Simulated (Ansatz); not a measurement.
# Rb (P-1) in Ansatz: convergence with wavefunction cutoff

Aim: find how far wavefunction cutoff must go before the results for Rb settle, at PBE. This setting moves, with any that are tied to it; all else stays.

All numbers are computed with Ansatz 0.2.0; they aren't measurements. Logs are shortened: lines on timing, memory, paths and dates and some standing lists are left out, and cuts for length are marked.

**1. The cell of the first run**

The typed cell holds 1 atom: a = 4.936 Å, b = 5.028 Å, c = 4.974 Å, α = 108.20°, β = 108.77°, γ = 111.11°.

The cell isn't the ideal one: cell strained at random at fixed volume.

**2. With wavefunction cutoff 400 eV**

Input file input.yaml:

```yaml
crystal:
  lattice:
    - [-2.901847, 2.869306, 2.776507]
    - [2.954543, -2.893221, 2.859393]
    - [2.909885, 2.901259, -2.802381]
  atoms:
    - { symbol: Rb, position: [-0.005628, 0.00257, -0.003824] }
hamiltonian:
  xc: pbe
  pseudopotentials: { kind: nc }
kpoints:
  mp_grid: { grid: [5, 5, 5] }
scf:
  occupations: { method: fermi_dirac, width: 0.05 }
output:
  forces: true
  stress: true
  eigenvalues: true
basis:
  ecutwfc: "400 eV"
```

Potentials or basis: Ansatz NC.

The run is started by

```sh
ansatz run input.yaml --threads 2 --pin off --max-ram 5632MiB --backend cpu --events-out ev --progress --plain --runs-dir out
```

Output:

```text
Warning: basis.ecutwfc = 400 eV is below the records' recommended 630 eV, and the density's cutoff is lower with it unless basis.ecutrho_ratio is high enough to keep the records' density cutoff: compare with a run at a higher cutoff
Warning: RAYON_NUM_THREADS=2 ignored (pool sized by the plan → 2); use --threads N
Engine: ansatz 0.2.0, x86_64-unknown-linux-gnu
Pseudopotentials: kind: nc
Pseudopotential: Rb, nc, valence charge 9, recommended cutoff 630 eV (normal), Rb.nc.azcp
Functional definition: PBE
  parameter kappa = 0.804
  parameter beta = 0.06672455060314922
  exchange = pbe_x(kappa = kappa, mu = beta*pi^2/3)
  correlation = pbe_c(beta = beta)
Crystal: 1 atoms, lattice volume = 95.352 Å³
Basis set: ecut = 400 eV, 1729 PW (Γ), exchange–correlation on 72×72×72 points (8 copies of the dense FFT grid, shifted against one another)
Bands: 9, of which v1, the nominal top of the filled ones, is band 5 counted from 1 (4 counted from 0)
Symmetry: 2 space group operations
Space group: P-1 (ITA 2), of the structure as read, at distance tolerance 4.6e-5 Å
k-points: 63 of 125
Non-local potential: Rb, projectors of the file, l = 0: 2, l = 1: 2, l = 2: 2, l = 3: 1
Initial density: superposition of atomic densities (chi_scale 0.1, normalization cell)
Initial wavefunctions: pseudopotential atomic-orbital guess
Functional: x = pbe(κ = 0.804, μ = 0.2195149727645171), c = pbe(β = 0.06672455060314922)
SCF iter   1: F=—  HF=-734.293848 eV  |F-HF|=—  |Δ(HF+E_count)|=         —  Δρ=5.71e-3  dr2=2.70e-2  ethr=3.10e-3  ⟨swp⟩=6.9  Hψ=5078  notcnv=0
preconditioner: auto → Kerker (q_TF=auto, 1.841 Å⁻¹)  [metal: Δε(μ)=0.026 eV  Ē_g=3.501 eV  σ=0.050 eV  W_gap=0.13  n_scr=12 (ndim 8)  ℏωp=3.8 eV  f_vac=0.000  D(μ)=1.41/eV (n_scr^D=12)]
SCF iter   2: F=—  HF=-734.292397 eV  |F-HF|=—  |Δ(HF+E_count)|=   1.45e-3  Δρ=2.99e-3  dr2=1.12e-2  ethr=3.00e-4  ⟨swp⟩=1.7  Hψ=1136  notcnv=0
SCF iter   3: F=—  HF=-734.292023 eV  |F-HF|=—  |Δ(HF+E_count)|=   3.73e-4  Δρ=8.46e-4  dr2=1.18e-3  ethr=1.25e-4  ⟨swp⟩=2.5  Hψ=1110  notcnv=0
SCF iter   4: F=—  HF=-734.292265 eV  |F-HF|=—  |Δ(HF+E_count)|=   2.42e-4  Δρ=3.17e-4  dr2=5.40e-5  ethr=1.31e-5  ⟨swp⟩=2.0  Hψ=804  notcnv=0
SCF iter   5: F=—  HF=-734.292256 eV  |F-HF|=—  |Δ(HF+E_count)|=   9.26e-6  Δρ=3.63e-5  dr2=1.30e-6  ethr=6.00e-7  ⟨swp⟩=2.0  Hψ=838  notcnv=0
SCF iter   6: F=-734.292258 eV  HF=-734.292258 eV  |F-HF|=1.49e-7  |Δ(HF+E_count)|=   2.12e-6  Δρ=7.19e-6  dr2=9.71e-8  ethr=1.11e-9  ⟨swp⟩=5.9  Hψ=3622  notcnv=0
SCF 1 converged in 6 iterations: F = -734.292258 eV  dr2 = 9.71e-8
SCF converged after 6 iterations
Free energy (F): -734.292258 eV
Harris-Foulkes:  -734.292258 eV  (|F-HF|=1.49e-7)
Internal energy: -734.281752 eV  (E = F + TS)
E sigma→0 (E₀):  -734.287005 eV
Entropy (-TS):   -0.010506 eV (-10.506 meV/atom)
Fermi energy:    1.820473 eV
--- Per-component energies (eV) ---
  E_band       = -120.564296
  E_kinetic    = 195.784816
  E_local      = -543.465747  (includes V_loc(G=0)·N_el)
  E_nonlocal   = -25.914149
  E_hartree    = 196.751363
  E_xc         = -188.742738
  E_vxc        = -140.470683  (∫ρ·V_xc dr)
  E_ewald      = -368.695298
  E_smearing   = -0.010506  (= −TS)
  E_closure    = -0.000000  (closes the sum)
  Σ components = -734.292258   (vs F -734.292258, Δ=0.00e0)
--- Forces (eV/Å), atoms counted from 1 ---
  atom   1  Rb     0.00000000     0.00000000     0.00000000
  max |Σ_I F_I| component: 0.00e0 eV/Å
--- Stress (GPa, compression-positive) ---
       -0.053359      -0.005928      -0.041276
       -0.005928      -0.149971       0.018946
       -0.041276       0.018946      -0.226228
  P = ⅓ Tr σ = -0.1432 GPa (-1.432 kbar)
--- Band table (eV; the first three rows and the last of 63) ---
  k-point 0: bands = ["-27.1564", "-11.1890", "-11.1871", "-11.1840", "-0.1226", "5.3064", "5.4315", "5.5179", "6.2071"]
  k-point 1: bands = ["-27.1547", "-11.2153", "-11.1946", "-11.1856", "0.3103", "4.5279", "5.0150", "5.8771", "5.9971"]
  k-point 2: bands = ["-27.1543", "-11.2618", "-11.2104", "-11.1842", "1.4549", "3.0461", "4.5351", "5.9808", "6.5194"]
  k-point 62: bands = ["-27.1546", "-11.2495", "-11.2088", "-11.1924", "1.1406", "3.7889", "4.2354", "5.9829", "6.0841"]
```

Wall time 3 s (2 threads of Intel Xeon at 2.50GHz (Skylake/Cascade Lake), shared host); peak memory 0.32 GiB.

Results:

* Free energy: -734.2923 eV
* Pressure: -0.1 GPa
* Band gap on the k mesh: none (metal or under the smearing width)

**3. With wavefunction cutoff 500 eV**

input.yaml: that of step 2 with these lines changed.

```diff
@@ -19,2 +19,2 @@
 basis:
-  ecutwfc: "400 eV"
+  ecutwfc: "500 eV"
```

Potentials or basis: Ansatz NC.

The run is started by

```sh
ansatz run input.yaml --threads 2 --pin off --max-ram 5632MiB --backend cpu --events-out ev --progress --plain --runs-dir out
```

Wall time 3.7 s (2 threads of Intel Xeon at 2.50GHz (Skylake/Cascade Lake), shared host); peak memory 0.34 GiB.

Results:

* Free energy: -734.5930 eV
* Pressure: -0.1 GPa
* Band gap on the k mesh: none (metal or under the smearing width)

**4. With wavefunction cutoff 600 eV**

input.yaml: that of step 3 with these lines changed.

```diff
@@ -19,2 +19,2 @@
 basis:
-  ecutwfc: "500 eV"
+  ecutwfc: "600 eV"
```

The run is started by

```sh
ansatz run input.yaml --threads 2 --pin off --max-ram 5632MiB --backend cpu --events-out ev --progress --plain --runs-dir out
```

Wall time 4.4 s (2 threads of Intel Xeon at 2.50GHz (Skylake/Cascade Lake), shared host); peak memory 0.37 GiB.

What came out:

```
Free energy            : -734.6321 eV
Pressure               : -0.1 GPa
Band gap on the k mesh : none (metal or under the smearing width)
```

**5. With wavefunction cutoff 700 eV**

input.yaml: that of step 4 with these lines changed.

```diff
@@ -19,2 +19,2 @@
 basis:
-  ecutwfc: "600 eV"
+  ecutwfc: "700 eV"
```

The run is started by

```sh
ansatz run input.yaml --threads 2 --pin off --max-ram 5632MiB --backend cpu --events-out ev --progress --plain --runs-dir out
```

It took 5.8 s on 2 threads of Intel Xeon at 2.50GHz (Skylake/Cascade Lake), shared host; peak memory 0.4 GiB.

Results:

```yaml
Free_energy: -734.6340 eV
Pressure: -0.1 GPa
Band_gap_on_the_k_mesh: none (metal or under the smearing width)
```

**6. With wavefunction cutoff 850 eV**

input.yaml: that of step 5 with these lines changed.

```diff
@@ -19,2 +19,2 @@
 basis:
-  ecutwfc: "700 eV"
+  ecutwfc: "850 eV"
```

Potentials or basis: Ansatz NC.

The run is started by

```sh
ansatz run input.yaml --threads 2 --pin off --max-ram 5632MiB --backend cpu --events-out ev --progress --plain --runs-dir out
```

It took 7.5 s on 2 threads of Intel Xeon at 2.50GHz (Skylake/Cascade Lake), shared host; peak memory 0.45 GiB.

It converged, with:

```yaml
Free_energy: -734.6344 eV
Pressure: -0.1 GPa
Band_gap_on_the_k_mesh: none (metal or under the smearing width)
```

**7. With wavefunction cutoff 1000 eV**

input.yaml: that of step 6 with these lines changed.

```diff
@@ -19,2 +19,2 @@
 basis:
-  ecutwfc: "850 eV"
+  ecutwfc: "1000 eV"
```

The run is started by

```sh
ansatz run input.yaml --threads 2 --pin off --max-ram 5632MiB --backend cpu --events-out ev --progress --plain --runs-dir out
```

It took 10 s on 2 threads of Intel Xeon at 2.50GHz (Skylake/Cascade Lake), shared host; peak memory 0.51 GiB.

Results (log left out):

| Item | Value |
| --- | --- |
| Free energy | -734.6346 eV |
| Pressure | -0.1 GPa |
| Band gap on the k mesh | none (metal or under the smearing width) |

**8. With wavefunction cutoff 1200 eV**

input.yaml: that of step 7 with these lines changed.

```diff
@@ -19,2 +19,2 @@
 basis:
-  ecutwfc: "1000 eV"
+  ecutwfc: "1200 eV"
```

The run is started by

```sh
ansatz run input.yaml --threads 2 --pin off --max-ram 5632MiB --backend cpu --events-out ev --progress --plain --runs-dir out
```

It took 13 s on 2 threads of Intel Xeon at 2.50GHz (Skylake/Cascade Lake), shared host; peak memory 0.6 GiB.

The run converged. Its results:

* Free energy: -734.6348 eV
* Pressure: -0.1 GPa
* Band gap on the k mesh: none (metal or under the smearing width)

**9. With wavefunction cutoff 1400 eV**

input.yaml: that of step 8 with these lines changed.

```diff
@@ -19,2 +19,2 @@
 basis:
-  ecutwfc: "1200 eV"
+  ecutwfc: "1400 eV"
```

Potentials or basis: Ansatz NC.

The run is started by

```sh
ansatz run input.yaml --threads 2 --pin off --max-ram 5632MiB --backend cpu --events-out ev --progress --plain --runs-dir out
```

Run time: 17 s. Hardware: 2 threads of Intel Xeon at 2.50GHz (Skylake/Cascade Lake), shared host; peak memory 0.69 GiB.

It converged, with:

| Property | Result |
| --- | --- |
| Free energy | -734.6349 eV |
| Pressure | -0.1 GPa |
| Band gap on the k mesh | none (metal or under the smearing width) |

**10. With wavefunction cutoff 1700 eV**

input.yaml: that of step 9 with these lines changed.

```diff
@@ -19,2 +19,2 @@
 basis:
-  ecutwfc: "1400 eV"
+  ecutwfc: "1700 eV"
```

The run is started by

```sh
ansatz run input.yaml --threads 2 --pin off --max-ram 5632MiB --backend cpu --events-out ev --progress --plain --runs-dir out
```

It took 23 s on 2 threads of Intel Xeon at 2.50GHz (Skylake/Cascade Lake), shared host; peak memory 0.86 GiB.

Results (log left out):

```
Free energy            : -734.6351 eV
Pressure               : -0.1 GPa
Band gap on the k mesh : none (metal or under the smearing width)
```

**11. Result**

| wavefunction cutoff | energy less the tightest run, at zero smearing (meV/atom) | SCF cycles | CPU time (s) | peak memory (GiB) |
| --- | --- | --- | --- | --- |
| 400 eV | 342.85 | 6 | 5.6 | 0.32 |
| 500 eV | 42.07 | 6 | 6.9 | 0.34 |
| 600 eV | 2.98 | 7 | 8.2 | 0.37 |
| 700 eV | 1.09 | 7 | 11 | 0.4 |
| 850 eV | 0.69 | 7 | 14 | 0.45 |
| 1000 eV | 0.54 | 7 | 19 | 0.51 |
| 1200 eV | 0.30 | 7 | 26 | 0.6 |
| 1400 eV | 0.18 | 7 | 33 | 0.69 |
| 1700 eV | 0.00 | 7 | 46 | 0.86 |

Against the tightest run, the energy stays within 1 meV/atom from 850 eV on. The tightest run that finished is the yardstick and may itself not be fully converged.
